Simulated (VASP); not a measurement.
# Ga in VASP: reference runs, part 2 of 2

VASP 6.6.1.

## 3. Single point, PBE

INCAR

```
SYSTEM = Ga
PREC = Accurate
ENCUT = 520
EDIFF = 1E-7
ISMEAR = -1
SIGMA = 0.05
LREAL = .False.
LASPH = .True.
NELM = 60
ALGO = Normal
ISIF = 2
LWAVE = .False.
LCHARG = .True.
LDIPOL = .True.
IDIPOL = 3
DIPOL = 0.5 0.5 0.294
GGA = PE
LELF = .True.
LVHAR = .True.
LVACPOTAV = .True.
NBANDS = 20
```

KPOINTS

```
regular mesh
0
Gamma
  7 7 1
  0 0 0
```

POSCAR

```
Ga
1.0
    4.3304700000      0.0000000000      0.0000000000
   -2.1652300000      3.7503000000      0.0000000000
    0.0000000000      0.0000000000     23.8000000000
Ga
2
Direct
    0.3333300000      0.6666700000      0.2941200000
    0.6666700000      0.3333300000      0.2941200000
```

Potentials or basis: VASP PAW PBE potentials, release 64 (Ga_d).

Launch:

```console
> cat potpaw_PBE.64/Ga_d/POTCAR > POTCAR
> mpirun -np 1 vasp_std > vasp.out
```

OUTCAR:

```text
SYSTEM = Ga
   PREC = Accurate
   ENCUT = 520
   EDIFF = 1E-7
   ISMEAR = -1
   LREAL = .False.
   LASPH = .True.
   NELM = 60
   ISIF = 2
   GGA = PE

 ion  position               nearest neighbor table
   1  0.333  0.667  0.294-   2 2.50   2 2.50   2 2.50
   2  0.667  0.333  0.294-   1 2.50   1 2.50   1 2.50

  LATTYP: Found a hexagonal cell.
 ALAT       =     4.3304700000
 C/A-ratio  =     5.4959392399

  Lattice vectors:

 A1 = (   4.3304700000,   0.0000000000,   0.0000000000)
 A2 = (  -2.1652300000,   3.7503000000,   0.0000000000)
 A3 = (   0.0000000000,   0.0000000000,  23.8000000000)

Analysis of symmetry for initial positions (statically):
=====================================================================
 Subroutine PRICEL returns:
 Original cell was already a primitive cell.

 Routine SETGRP: Setting up the symmetry group for a
 hexagonal supercell.

 Subroutine GETGRP returns: Found  8 space group operations
 (whereof  4 operations were pure point group operations)
 out of a pool of 24 trial point group operations.

The static configuration has the point symmetry C_2v.
 The point group associated with its full space group is D_2h.

Analysis of symmetry for dynamics (positions and initial velocities):
=====================================================================
 Subroutine PRICEL returns:
 Original cell was already a primitive cell.

 Routine SETGRP: Setting up the symmetry group for a
 hexagonal supercell.

 Subroutine GETGRP returns: Found  8 space group operations
 (whereof  4 operations were pure point group operations)
 out of a pool of 24 trial point group operations.

The dynamic configuration has the point symmetry C_2v.
 The point group associated with its full space group is D_2h.

 Subroutine INISYM returns: Found  8 space group operations
 (whereof  4 operations are pure point group operations),
 and found     1 'primitive' translations

----------------------------------------------------------------------------------------

                                     Primitive cell

  volume of cell :     386.5254

  direct lattice vectors                    reciprocal lattice vectors
     4.330470000  0.000000000  0.000000000     0.230921817  0.133322360  0.000000000
    -2.165230000  3.750300000  0.000000000     0.000000000  0.266645335  0.000000000
     0.000000000  0.000000000 23.800000000     0.000000000  0.000000000  0.042016807

  length of vectors
     4.330470000  4.330470072 23.800000000     0.266645339  0.266645335  0.042016807

  position of ions in fractional coordinates (direct lattice)
     0.333330000  0.666670000  0.294120000
     0.666670000  0.333330000  0.294120000

  ion indices of the primitive-cell ions
   primitive index   ion index
                 1           1
                 2           2

----------------------------------------------------------------------------------------

 KPOINTS: regular mesh

Automatic generation of k-mesh.
 Grid dimensions read from file:
 generate k-points for:    7    7    1

 Generating k-lattice:

  Cartesian coordinates                     Fractional coordinates (reciprocal lattice)
     0.032988831  0.019046051  0.000000000     0.142857143 -0.000000000  0.000000000
     0.000000000  0.038092191  0.000000000     0.000000000  0.142857143  0.000000000
     0.000000000  0.000000000  0.042016807     0.000000000  0.000000000  1.000000000

  Length of vectors
     0.038092191  0.038092191  0.042016807

  Shift w.r.t. Gamma in fractional coordinates (k-lattice)
     0.000000000  0.000000000  0.000000000

 Subroutine IBZKPT returns following result:
 ===========================================

 Found     16 irreducible k-points:

 Following reciprocal coordinates:
            Coordinates               Weight
  0.000000  0.000000  0.000000      1.000000
  0.142857  0.000000  0.000000      4.000000
 -0.142857  0.142857  0.000000      2.000000
  0.285714  0.000000  0.000000      4.000000
 -0.285714  0.285714  0.000000      2.000000
  0.428571  0.000000  0.000000      4.000000
[... 8 lines left out ...]
  0.285714  0.285714  0.000000      2.000000
 -0.285714 -0.428571  0.000000      4.000000
   k-points           NKPTS =     16   k-points in BZ     NKDIM =     16   number of bands    NBANDS=     20
   number of dos      NEDOS =    301   number of ions     NIONS =      2
   total plane-waves  NPLWV = 184320
   dimension x,y,z NGX =    32 NGY =   32 NGZ =  180
   dimension x,y,z NGXF=    64 NGYF=   64 NGZF=  360
   ions per type =               2
   NGX,Y,Z   is equivalent  to a cutoff of  12.28, 12.28, 12.57 a.u.
   NGXF,Y,Z  is equivalent  to a cutoff of  24.57, 24.57, 25.15 a.u.
 SYSTEM =  Ga
   PREC   = accura    normal or accurate (medium, high low for compatibility)
   ISTART =      0    job   : 0-new  1-cont  2-samecut
   ICHARG =      2    charge: 1-file 2-atom 10-const
   ISPIN  =      1    spin polarized calculation?
   LNONCOLLINEAR =      F non collinear calculations
   LSORBIT =      F    spin-orbit coupling
   LASPH  =      T    aspherical Exc in radial PAW
   ENCUT  =  520.0 eV  38.22 Ry    6.18 a.u.   8.05  8.05 44.25*2*pi/ulx,y,z
   NELM   =     60;   NELMIN=  2; NELMDL= -5     # of ELM steps
   EDIFF  = 0.1E-06   stopping-criterion for ELM
   LREAL  =      F    real-space projection
   EDIFFG = 0.1E-05   stopping-criterion for IOM
   NSW    =      0    number of steps for IOM
   IBRION =     -1    ionic relax: 0-MD 1-quasi-New 2-CG
   NFREE  =      0    steps in history (QN), initial steepest desc. (CG)
   ISIF   =      2    stress and relaxation
   ISYM   =      2    0-nonsym 1-usesym 2-fastsym
   POTIM  = 0.5000    time-step for ionic-motion
   TEBEG  =    0.0;   TEEND  =   0.0 temperature during run
   PSTRESS=    0.0 pullay stress
   NELECT =      26.0000    total number of electrons
   NUPDOWN=      -1.0000    fix difference up-down
   EMIN   =  10.00;   EMAX   =-10.00  energy-range for DOS
   EFERMI =   0.00;   METHOD = LEGACY
   ISMEAR =    -1;   SIGMA  =   0.05  broadening in eV -4-tet -1-fermi 0-gaus
   EFERMI_NEDOS =   21; number of points for ismear=-14 and -15
   IALGO  =     38    algorithm
   IMIX   =      4    mixing-type and parameters
     AMIX     =   0.40;   BMIX     =  1.00
     AMIX_MAG =   1.60;   BMIX_MAG =  1.00
  volume/ion in A,a.u.               =     193.26      1304.20
  Fermi-wavevector in a.u.,A,eV,Ry     =   0.665794  1.258168  6.031215  0.443282
  Thomas-Fermi vector in A             =   1.739898
   LORBIT       =      0    0 simple, 1 ext, 2 COOP (PROOUT), +10 PAW based schemes
   GGA     = PE    functional components
   LHFCALC =     F    Hartree Fock is set to
   AEXX    =    0.0000 exact exchange contribution
   IVDW    =     0    specifies the selected vdW correction
   LEPSILON=     F    determine dielectric tensor
   LRPA    =     F    only Hartree local field effects (RPA)
 non-spin polarized calculation
  energy-cutoff  :      520.00
  volume of cell :      386.53
 maximum number of plane-waves:     10440
   NGX = 17   NGY = 17   NGZ = 89

 number of electron      26.0000003 magnetization

 dipolmoment           0.000000      0.000000      0.000001 electrons x Angstroem

 Free energy of the ion-electron system (eV)
  ---------------------------------------------------
  ext. energy  EPLUGINS =         0.00000000
  ---------------------------------------------------
  free energy    TOTEN  =        -4.56658409 eV

  energy without entropy =       -4.55013767  energy(sigma->0) =       -4.55836088

 E-fermi :  -3.3739     XC(G=0):  -1.7921

 val. band max:       -3.4558855981   @ k =   0.2857   0.0000   0.0000
 cond. band min:      -3.3456387823   @ k =  -0.1429   0.2857   0.0000
 fundamental gap:      0.1102468157
 Fermi energy:        -3.3739300353

 k-point     1 :       0.0000    0.0000    0.0000
  band No.  band energies     occupation
      1     -18.2330      2.00000
      2     -18.1102      2.00000
      3     -18.1102      2.00000
      4     -18.0604      2.00000
      5     -18.0604      2.00000
      6     -17.8985      2.00000
[... 12 lines left out ...]
     19       1.8112      0.00000
[... 329 lines left out ...]
      4     -18.1453      2.00000
      5     -18.0339      2.00000
      6     -17.9858      2.00000
[... 12 lines left out ...]
     19       3.2816      0.00000
     20       3.5033      0.00000

------------------------ aborting loop because EDIFF is reached ----------------------------------------

 vacuum level on the upper side and lower side of the slab       (xc-potential included)        -0.119        -0.118

  FORCE on cell =-STRESS in cart. coord.  units (eV):
  Direction    XX          YY          ZZ          XY          YZ          ZX
  --------------------------------------------------------------------------------------
  -------------------------------------------------------------------------------------
  Total       -0.0434862     -0.0431415     -0.0004578      0.0002985      0.0000000      0.0000000
  in kB       -0.1802536     -0.1788249     -0.0018975      0.0012373      0.0000000      0.0000000
  external PRESSURE =      -0.1203253 kB  Pullay stress =       0.0000000 kB

 VOLUME and BASIS-vectors are now :
 -----------------------------------------------------------------------------
  energy-cutoff  :      520.00
  volume of cell :      386.53
      direct lattice vectors                 reciprocal lattice vectors
     4.330470000  0.000000000  0.000000000     0.230921817  0.133322360  0.000000000
    -2.165230000  3.750300000  0.000000000     0.000000000  0.266645335  0.000000000
     0.000000000  0.000000000 23.800000000     0.000000000  0.000000000  0.042016807

 POSITION                                       TOTAL-FORCE (eV/Angst)
 -----------------------------------------------------------------------------------
     -0.00002      2.50021      7.00006         0.000183     -0.000105      0.000000
      2.16526      1.25009      7.00006        -0.000183      0.000105      0.000000
 -----------------------------------------------------------------------------------
    total drift:                               -0.000000     -0.000000      0.000218

  FREE ENERGIE OF THE ION-ELECTRON SYSTEM (eV)
  ---------------------------------------------------
  free  energy   TOTEN  =        -4.5665840864 eV

  energy  without entropy=       -4.5501376661  energy(sigma->0) =       -4.55836088

 vacuum level on the upper side and lower side of the slab         0.956         0.956
```

stdout:

```text
POSCAR found type information on POSCAR Ga
 POSCAR found :  1 types and       2 ions
 scaLAPACK will be used
 LDA part: xc-table for (Slater+PW92), standard interpolation
 POSCAR, INCAR and KPOINTS ok, starting setup
 FFT: planning ... GRIDC
 FFT: planning ... GRID_SOFT
 FFT: planning ... GRID
 WAVECAR not read
 entering main loop
```

Run time: 3.2 min. Hardware: 1 thread of Intel Xeon Platinum 8488C (Sapphire Rapids), shared host; peak memory 0.47 GiB.

Results:

* Free energy: -4.5666 eV
* Band gap on the k mesh: none (metal or under the smearing width)
* Work function of the upper face: 4.33 eV
* Work function of the lower face: 4.33 eV
